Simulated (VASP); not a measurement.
# KBr (Pm-3m) in VASP: notebook, part 2 of 2

VASP 6.6.1. Earlier steps stand in the parts before.

## 5. Single point, LDA (atom 1 (K) and its images move by one cell vector a)

Input file INCAR:

```
  PREC = Accurate
  ENCUT = 520
  EDIFF = 1E-6
  ISMEAR = -1
  SIGMA = 0.02
  LREAL = F
  LASPH = T
  NELM = 100
  ALGO = Fast
  ISIF = 2
  LWAVE = F
  LCHARG = F
  GGA = CA
  NBANDS = 15
```

Input file KPOINTS:

```
regular mesh
0
Gamma
  6 6 6
```

Input file POSCAR:

```
KBr
1.0
    4.0434990000      0.0000000000      0.0000000000
    0.0000000000      4.0434990000      0.0000000000
    0.0000000000      0.0000000000      4.0434990000
K Br
1 1
Direct
    0.8333332097      0.0000000000      0.0000000000
    0.4999998763      0.4999998763      0.4999998763
```

Potentials or basis: VASP PAW LDA potentials, release 64 (K_sv, Br).

On the command line:

```
> cat potpaw_LDA.64/K_sv/POTCAR potpaw_LDA.64/Br/POTCAR > POTCAR
> mpirun -np 1 vasp_std > vasp.out
```

OUTCAR:

```text
PREC = Accurate
   ENCUT = 520
   EDIFF = 1E-6
   ISMEAR = -1
   LREAL = F
   LASPH = T
   NELM = 100
   ISIF = 2
   GGA = CA

 ion  position               nearest neighbor table
   1  0.833  0.000  0.000-   2 3.16   2 3.16   2 3.16   2 3.16
   2  0.500  0.500  0.500-   1 3.16   1 3.16   1 3.16   1 3.16

  LATTYP: Found a simple cubic cell.
 ALAT       =     4.0434990000

  Lattice vectors:

 A1 = (   4.0434990000,   0.0000000000,   0.0000000000)
 A2 = (   0.0000000000,   4.0434990000,   0.0000000000)
 A3 = (   0.0000000000,   0.0000000000,   4.0434990000)

Analysis of symmetry for initial positions (statically):
=====================================================================
 Subroutine PRICEL returns:
 Original cell was already a primitive cell.

 Routine SETGRP: Setting up the symmetry group for a
 simple cubic supercell.

 Subroutine GETGRP returns: Found  8 space group operations
 (whereof  8 operations were pure point group operations)
 out of a pool of 48 trial point group operations.

The static configuration has the point symmetry C_4v.

Analysis of symmetry for dynamics (positions and initial velocities):
=====================================================================
 Subroutine PRICEL returns:
 Original cell was already a primitive cell.

 Routine SETGRP: Setting up the symmetry group for a
 simple cubic supercell.

 Subroutine GETGRP returns: Found  8 space group operations
 (whereof  8 operations were pure point group operations)
 out of a pool of 48 trial point group operations.

The dynamic configuration has the point symmetry C_4v.

 Subroutine INISYM returns: Found  8 space group operations
 (whereof  8 operations are pure point group operations),
 and found     1 'primitive' translations

----------------------------------------------------------------------------------------

                                     Primitive cell
[... 114 lines left out ...]
  Thomas-Fermi vector in A             =   2.153770
   LORBIT       =      0    0 simple, 1 ext, 2 COOP (PROOUT), +10 PAW based schemes
   GGA     = CA    functional components
   LHFCALC =     F    Hartree Fock is set to
   AEXX    =    0.0000 exact exchange contribution
   IVDW    =     0    specifies the selected vdW correction
   LEPSILON=     F    determine dielectric tensor
   LRPA    =     F    only Hartree local field effects (RPA)
 non-spin polarized calculation
 RMM-DIIS sequential band-by-band and
  energy-cutoff  :      520.00
  volume of cell :       66.11
 maximum number of plane-waves:      1800
   NGX = 15   NGY = 15   NGZ = 15

 number of electron      15.9999999 magnetization

 Free energy of the ion-electron system (eV)
  ---------------------------------------------------
  ext. energy  EPLUGINS =         0.00000000
  ---------------------------------------------------
  free energy    TOTEN  =        -6.60432221 eV

  energy without entropy =       -6.60432221  energy(sigma->0) =       -6.60432221

 E-fermi :  -0.5336     XC(G=0):  -8.2471

 val. band max:       -0.9972376576   @ k =   0.0000   0.5000   0.5000
 cond. band min:       2.5669174064   @ k =   0.0000   0.0000   0.0000
 fundamental gap:      3.5641550639
 Fermi energy:        -0.5335619350

 k-point     1 :       0.0000    0.0000    0.0000
  band No.  band energies     occupation
      1     -29.0637      2.00000
      2     -13.8705      2.00000
      3     -12.7380      2.00000
      4     -12.7380      2.00000
      5     -12.6838      2.00000
      6      -1.3236      2.00000
      7      -1.2869      2.00000
      8      -1.2869      2.00000
      9       2.5669      0.00000
     10       4.5117      0.00000
     11       5.5281      0.00000
     12       8.3358      0.00000
     13       8.9327      0.00000
     14       8.9327      0.00000
[... 401 lines left out ...]
      2     -13.8684      2.00000
      3     -12.8301      2.00000
      4     -12.7629      2.00000
      5     -12.5557      2.00000
      6      -2.3982      2.00000
      7      -1.6460      2.00000
      8      -1.5955      2.00000
      9       5.0020      0.00000
     10       5.7677      0.00000
     11       6.6071      0.00000
     12       7.1647      0.00000
     13       7.4942      0.00000
     14       8.6761      0.00000
     15      10.2120      0.00000

 [... further k-points ...]
[... 5 lines left out ...]
  --------------------------------------------------------------------------------------
  -------------------------------------------------------------------------------------
  Total       -0.3867975     -0.2727896     -0.2727896      0.0000000      0.0000000      0.0000000
  in kB       -9.3739420     -6.6109887     -6.6109887      0.0000000      0.0000000      0.0000000
  external PRESSURE =      -7.5319732 kB  Pullay stress =       0.0000000 kB

 VOLUME and BASIS-vectors are now :
 -----------------------------------------------------------------------------
  energy-cutoff  :      520.00
  volume of cell :       66.11
      direct lattice vectors                 reciprocal lattice vectors
     4.043499000  0.000000000  0.000000000     0.247310559  0.000000000  0.000000000
     0.000000000  4.043499000  0.000000000     0.000000000  0.247310559  0.000000000
     0.000000000  0.000000000  4.043499000     0.000000000  0.000000000  0.247310559

 POSITION                                       TOTAL-FORCE (eV/Angst)
 -----------------------------------------------------------------------------------
      3.36958      0.00000      0.00000         0.266290      0.000000      0.000000
      2.02175      2.02175      2.02175        -0.266290      0.000000     -0.000000
 -----------------------------------------------------------------------------------
    total drift:                               -0.006662      0.000329      0.000329

  FREE ENERGIE OF THE ION-ELECTRON SYSTEM (eV)
  ---------------------------------------------------
  free  energy   TOTEN  =        -6.6043222148 eV

  energy  without entropy=       -6.6043222148  energy(sigma->0) =       -6.60432221
```

stdout:

```text
POSCAR found type information on POSCAR K Br
 POSCAR found :  2 types and       2 ions
 scaLAPACK will be used
 LDA part: xc-table for (Slater(with rela. corr.)+CA(PZ))
 , standard interpolation
 POSCAR, INCAR and KPOINTS ok, starting setup
 FFT: planning ... GRIDC
 FFT: planning ... GRID_SOFT
 FFT: planning ... GRID
 WAVECAR not read
 entering main loop
WARNING in EDDRMM: call to ZHEGV failed, returncode =   8  4     10
WARNING in EDDRMM: call to ZHEGV failed, returncode =   8  4      9
WARNING in EDDRMM: call to ZHEGV failed, returncode =   6  3      9
WARNING in EDDRMM: call to ZHEGV failed, returncode =   8  4     11
```

Run time: 17 s. Hardware: 1 thread of Intel Xeon 6975P-C (Granite Rapids), shared host; peak memory 0.17 GiB.

What came out:

```yaml
Free_energy: -6.6043 eV
Pressure: -0.8 GPa
Largest_force: 0.266 eV/Å
Band_gap_on_the_k_mesh: 3.56 eV, indirect (least direct gap 3.85 eV)
```

Forces in eV/Å, atoms in the order of the input:
```
K    0.266  0.000  0.000
Br  -0.266  0.000  0.000
```

Stress tensor (GPa, compression positive):
```
-0.94  0.00  0.00
 0.00 -0.66  0.00
 0.00  0.00 -0.66
```

Levels at points of the mesh, in eV from the valence-band top:
| k point | band 4 | band 5 | band 6 | band 7 | band 8 | band 9 | band 10 | band 11 | band 12 | band 13 |
| --- | --- | --- | --- | --- | --- | --- | --- | --- | --- | --- |
| (0.00, 0.00, 0.00) | -11.74 | -11.69 | -0.33 | -0.29 | -0.29 | 3.56 | 5.51 | 6.53 | 9.33 | 9.93 |
| (0.50, 0.00, 0.00) | -11.72 | -11.64 | -1.92 | -0.24 | -0.24 | 6.39 | 6.49 | 7.60 | 9.04 | 9.04 |
| (0.00, 0.50, 0.00) | -11.71 | -11.46 | -1.98 | -0.37 | -0.08 | 6.06 | 6.39 | 7.55 | 7.82 | 9.72 |
| (0.50, 0.50, 0.00) | -11.70 | -11.60 | -1.46 | -1.35 | -0.16 | 5.04 | 6.39 | 8.03 | 8.35 | 9.71 |
| (0.00, 0.50, 0.50) | -11.91 | -11.73 | -1.38 | -1.38 | 0.00 | 5.17 | 6.93 | 8.02 | 8.02 | 10.51 |
| (0.50, 0.50, 0.50) | -11.88 | -11.88 | -1.37 | -1.37 | -1.36 | 6.61 | 6.61 | 7.44 | 9.73 | 10.40 |
